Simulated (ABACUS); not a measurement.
# HfO2 (Fm-3m) in ABACUS: further runs, part 2 of 2

ABACUS 3.10.1.

## 3. Single point, PBE (cell strained by -0.03 along c)

run_abacus.py reads:

```python
"""ABACUS run from a structure file: ASE reads it, the script writes STRU, KPT and INPUT."""
import re
import subprocess
from ase.io import read
from ase.units import Bohr

atoms = read("HfO2.cif")
atoms = atoms[(-atoms.numbers).argsort(kind="stable")]  # ABACUS lists atoms element by element
pseudo = {'Hf': 'Hf.upf', 'O': 'O.upf'}
orbital = {}
magmoms = None
kmesh = [6, 6, 6]
params = {
    'suffix': 'HfO2',
    'calculation': 'scf',
    'basis_type': 'pw',
    'pseudo_dir': './',
    'symmetry': 1,
    'dft_functional': 'pbe',
    'ecutwfc': 84,
    'pseudo_rcut': 7,
    'nspin': 1,
    'nbands': 16,
    'ks_solver': 'dav',
    'smearing_method': 'fd',
    'smearing_sigma': 0.00367493,
    'scf_thr': 1e-08,
    'scf_nmax': 100,
    'mixing_type': 'broyden',
    'mixing_beta': 0.7,
    'cal_force': 1,
    'cal_stress': 1,
    'kpar': 4,
}

symbols = atoms.get_chemical_symbols()
elements = list(dict.fromkeys(symbols))
lines = ["ATOMIC_SPECIES"] + [f"{e} {atoms.get_masses()[symbols.index(e)]:.4f} {pseudo[e]}" for e in elements]
if orbital:
    lines += ["", "NUMERICAL_ORBITAL"] + [orbital[e] for e in elements]
lines += ["", "LATTICE_CONSTANT", f"{1 / Bohr:.10f}", "", "LATTICE_VECTORS"]
lines += [" ".join(f"{x:.10f}" for x in v) for v in atoms.cell]
lines += ["", "ATOMIC_POSITIONS", "Direct"]
for e in elements:
    lines += ["", e, "0.0", str(symbols.count(e))]
    for i, p in enumerate(atoms.get_scaled_positions(wrap=False)):
        if symbols[i] == e:
            mag = "" if magmoms is None else " mag " + " ".join(str(x) for x in (magmoms[i] if isinstance(magmoms[i], list) else [magmoms[i]]))
            lines.append(" ".join(f"{x:.10f}" for x in p) + " 1 1 1" + mag)
open("STRU", "w").write("\n".join(lines) + "\n")
open("KPT", "w").write("K_POINTS\n0\nGamma\n%d %d %d 0 0 0\n" % tuple(kmesh))
open("INPUT", "w").write("INPUT_PARAMETERS\n" + "".join(f"{k:<20s}{v}\n" for k, v in params.items()))

done = subprocess.run(['mpirun', '-np', '4', 'abacus'])
if done.returncode:
    raise SystemExit(done.returncode)
log = open("OUT.HfO2/running_scf.log").read()
print("final energy (eV):", re.findall(r"FINAL_ETOT_IS (\S+)", log))
```

HfO2.cif reads:

```cif
data_HfO2
_cell_length_a 3.59003227
_cell_length_b 3.59003227
_cell_length_c 3.50834565
_cell_angle_alpha 60.74987558
_cell_angle_beta 60.74987558
_cell_angle_gamma 60.49485505
_space_group_name_H-M_alt 'P1'
_space_group_name_Hall 'P 1'
_space_group_IT_number 1
loop_
_space_group_symop_operation_xyz
'x,y,z'
loop_
_atom_site_label
_atom_site_type_symbol
_atom_site_symmetry_multiplicity
_atom_site_Wyckoff_symbol
_atom_site_fract_x
_atom_site_fract_y
_atom_site_fract_z
_atom_site_occupancy
Hf1 Hf 1 a 0.0000000000 0.0000000000 0.0000000000 1
O1 O 1 a 0.7500000000 0.7500000000 0.7500000000 1
O2 O 1 a 0.2500000000 0.2500000000 0.2500000000 1
```

Potentials or basis: PseudoDojo NC SR 0.4.1 PBE standard, plane waves.

Command:

```console
$ OMP_NUM_THREADS=1 python run_abacus.py > log
```

Wall time 8.2 s (4 MPI ranks of Intel Xeon 6975P-C (Granite Rapids), shared host); peak memory 0.36 GiB.

It converged, with:

```
Free energy            : -2440.9956 eV
Pressure               : 2.7 GPa
Largest force          : 0.208 eV/Å
Band gap on the k mesh : 3.79 eV, direct
```

Forces in eV/Å, atoms in the order of the input:
```
Hf   0.000  0.000  0.000
O   -0.149 -0.087  0.118
O    0.149  0.087 -0.118
```

Stress tensor (GPa, compression positive):
```
 1.44 -0.48  4.00
-0.48  1.97  2.33
 4.00  2.33  4.74
```

Levels at points of the mesh, in eV from the valence-band top:
```csv
k point,band 10,band 11,band 12,band 13,band 14
"(0.00, 0.00, 0.00)",-0.80,-0.62,-0.57,3.80,3.98
"(0.50, 0.00, 0.00)",-2.80,-1.90,-1.82,4.56,4.64
"(0.50, 0.50, 0.00)",-1.75,-1.35,-0.16,3.80,5.54
"(0.50, 0.50, 0.50)",-2.74,-1.93,-1.88,4.55,4.78
"(0.50, 0.00, 0.50)",-1.76,-1.50,0.00,3.79,5.56
```

Caveat: spin-orbit coupling is left out, which moves the levels of the heavy elements. A k mesh can miss the band edges.

## 4. Single point, PBE

run_abacus.py, as its differences from that of step 3:

```diff
@@ -32,3 +32,5 @@
     'cal_stress': 1,
-    'kpar': 4,
+    'out_chg': 1,
+    'out_pot': 2,
+    'out_elf': 1,
 }
```

HfO2.cif, as its differences from that of step 3:

```diff
@@ -1,8 +1,8 @@
 data_HfO2
-_cell_length_a 3.59003227
-_cell_length_b 3.59003227
-_cell_length_c 3.50834565
-_cell_angle_alpha 60.74987558
-_cell_angle_beta 60.74987558
-_cell_angle_gamma 60.49485505
+_cell_length_a 3.61685119
+_cell_length_b 3.61685119
+_cell_length_c 3.61685119
+_cell_angle_alpha 60.00000000
+_cell_angle_beta 60.00000000
+_cell_angle_gamma 60.00000000
 _space_group_name_H-M_alt 'P1'
```

Potentials or basis: PseudoDojo NC SR 0.4.1 PBE standard, plane waves.

Command:

```console
$ OMP_NUM_THREADS=1 python run_abacus.py > log
```

running log:

```text
ABACUS v3.10.1

               Atomic-orbital Based Ab-initio Computation at UStc

 ------------------------------------------------------------------------------------

 READING GENERAL INFORMATION
                           global_out_dir = OUT.HfO2/
                           global_in_card = INPUT
                               pseudo_dir = ./
                              orbital_dir =
                                    DSIZE = 4
                                    GSIZE = 1

 READING UNITCELL INFORMATION
                                    ntype = 2
                  lattice constant (Bohr) = 1.88973
              lattice constant (Angstrom) = 1

 READING ATOM TYPE 1
                               atom label = Hf
                      L=0, number of zeta = 1
                      L=1, number of zeta = 1
                      L=2, number of zeta = 1
             number of atom for this type = 1

 READING ATOM TYPE 2
                               atom label = O
                      L=0, number of zeta = 1
                      L=1, number of zeta = 1
                      L=2, number of zeta = 1
             number of atom for this type = 2

                        TOTAL ATOM NUMBER = 3
DIRECT COORDINATES
    atom                   x                   y                   z     mag                  vx                  vy                  vz
taud_Hf1            0.0000000000        0.0000000000        0.0000000000  0.0000        0.0000000000        0.0000000000        0.0000000000
taud_O1            0.7500000000        0.7500000000        0.7500000000  0.0000        0.0000000000        0.0000000000        0.0000000000
taud_O2            0.2500000000        0.2500000000        0.2500000000  0.0000        0.0000000000        0.0000000000        0.0000000000

                          Volume (Bohr^3) = 225.774
                             Volume (A^3) = 33.4562

 Lattice vectors: (Cartesian coordinate: in unit of a_0)
             +3.61685                  +0                  +0
             +1.80843            +3.13229                  +0
             +1.80843             +1.0441            +2.95315
 Reciprocal vectors: (Cartesian coordinate: in unit of 2 pi/a_0)
            +0.276484           -0.159628           -0.112874
                   -0           +0.319256           -0.112874
[... 217 lines left out ...]

 Density error is 1.0819585967
                          Error Threshold = 0.01
----------------------------------------------------------
     Energy           Rydberg                 eV
----------------------------------------------------------
 E_KohnSham     -178.9619165607      -2434.9017902255
 E_Harris       -175.9290989577      -2393.6381898308
 E_Fermi        0.9866460973         13.4240088333
----------------------------------------------------------
[... 87 lines left out ...]
 Density error is 5.85335710738e-10
                          Error Threshold = 1.27754565639e-10
----------------------------------------------------------
     Energy           Rydberg                 eV
----------------------------------------------------------
 E_KohnSham     -179.4104042127      -2441.0037777754
 E_KS(sigma->0) -179.4104042127      -2441.0037777754
 E_Harris       -179.4105339441      -2441.0055428624
 E_band         -8.5913383249        -116.8911546649
 E_one_elec     -27.6679291083       -376.4414877335
 E_Hartree      28.1137892036        382.5077255398
 E_xc           -45.3895383176       -617.5563507090
 E_Ewald        -134.4667259903      -1829.5136648727
 E_entropy(-TS) -0.0000000000        -0.0000000000
 E_descf        0.0000000000         0.0000000000
 E_exx          0.0000000000         0.0000000000
 E_Fermi        0.9703933765         13.2028792218
----------------------------------------------------------

 charge density convergence is achieved
 final etot is -2441.0037778 eV
 EFERMI = 13.202879222 eV
The vacuum level is 14.530302073 eV

 STATE ENERGY(eV) AND OCCUPATIONS    NSPIN == 1
 1/16 kpoint (Cartesian) = 0.0000 0.0000 0.0000 (722 pws)
       1       -49.3326     0.00925926
       2       -17.7915     0.00925926
       3       -17.7915     0.00925926
       4       -17.7915     0.00925926
       5       -6.56477     0.00925926
       6       -3.63731     0.00925926
[... 8 lines left out ...]
      15        17.5918    6.99105e-41
      16        22.0508    1.30167e-79
[... 76 lines left out ...]
       3       -17.8529       0.222222
       4       -17.8439       0.222222
       5       -5.53706       0.222222
       6       -4.37052       0.222222
[... 8 lines left out ...]
      15        19.1684    3.39571e-53
      16        20.6212    8.17215e-66

[... levels at 10 further k points ...]

------------------------------------------------------------------------------------------
 TOTAL-FORCE (eV/Angstrom)
------------------------------------------------------------------------------------------
                       Hf1         0.0000000000         0.0000000000         0.0000000000
                        O1         0.0000000000         0.0000000000         0.0000000000
                        O2         0.0000000000         0.0000000000         0.0000000000
------------------------------------------------------------------------------------------

----------------------------------------------------------------
 TOTAL-STRESS (KBAR)
----------------------------------------------------------------
       -48.8897446732        -0.0000000000         0.0000000000
        -0.0000000000       -48.8897446747         0.0000000006
        -0.0000000000         0.0000000006       -48.8897446718
----------------------------------------------------------------
 TOTAL-PRESSURE: -48.889745 KBAR

 --------------------------------------------
 !FINAL_ETOT_IS -2441.0037777754123454 eV
 --------------------------------------------
```

Run time: 3.9 s. Hardware: 4 MPI ranks of Intel Xeon 6975P-C (Granite Rapids), shared host; peak memory 0.36 GiB.

Results:

```
Free energy            : -2441.0038 eV
Pressure               : -4.9 GPa
Band gap on the k mesh : 3.77 eV, direct
```

Levels at points of the mesh, in eV from the valence-band top:
```tsv
k point	band 9	band 10	band 11	band 12	band 13	band 14	band 15
(0.00, 0.00, 0.00)	-5.17	-0.60	-0.60	-0.60	3.87	3.87	5.66
(0.50, 0.50, 0.50)	-3.01	-2.65	-1.80	-1.80	4.56	4.56	6.79
(0.50, 0.50, 0.00)	-3.39	-1.50	-1.50	0.00	3.77	5.43	6.44
```

Caveat: spin-orbit coupling is left out, which moves the levels of the heavy elements.

## 5. Overview

```tsv
cell	gap on the mesh (eV)	pressure (GPa)	largest force (eV/Å)
cell strained by -0.06 along c	3.69	12.1	0.52
cell strained by -0.03 along c	3.79	2.7	0.21
as given	3.77	-4.9	-
```

Alike in all rows: task single point; level PBE; potentials or basis PseudoDojo NC SR 0.4.1 PBE standard, plane waves; no spin polarisation; k mesh 6 × 6 × 6; cutoff (eV) 1143; smearing fermi-dirac 0.05 eV.

Caveats: spin-orbit coupling is left out, which moves the levels of the heavy elements.

Absolute energies hang on the potentials; compare differences alone.
